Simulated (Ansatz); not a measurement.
Crystal: RbBr.

```xyz
2
Lattice="0.0000 3.4270 3.4270 3.4270 0.0000 3.4270 3.4270 3.4270 0.0000" Properties=species:S:1:pos:R:3 pbc="T T T"
Rb    0.0000    0.0000    0.0000
Br    3.4270    3.4270    3.4270
```

Base run:

| Item | Value |
| --- | --- |
| Program | Ansatz 0.2.0 |
| Functional | HSE06 form with a typed share of exact exchange |
| Potentials or basis | Ansatz PAW |
| Cutoff | 420 eV (not typed: the program's choice for these potentials) |
| k mesh | 4 × 4 × 4 |
| Occupations | fermi-dirac, width 0.05 eV |
| Spin | no spin polarisation |

Its results: band gap on the k mesh 5.11 eV, direct; pressure 0.8 GPa.

**Question.** After a change of settings the same cell gave: band gap on the k mesh 5.30 eV, direct; pressure 0.8 GPa. Which change was it?
A. screening (1/å) from 0.4 to 0.15
B. screening (1/å) from 0.4 to 0.2
C. screening (1/å) from 0.4 to 0.3
D. screening (1/å) from 0.4 to 0.6

**Answer.** C.

Caveats: the PAW data sets come from PBE, with cores solved anew for the run's functional, which leaves a small shift of forces and pressure; the thresholds are loose for stress.
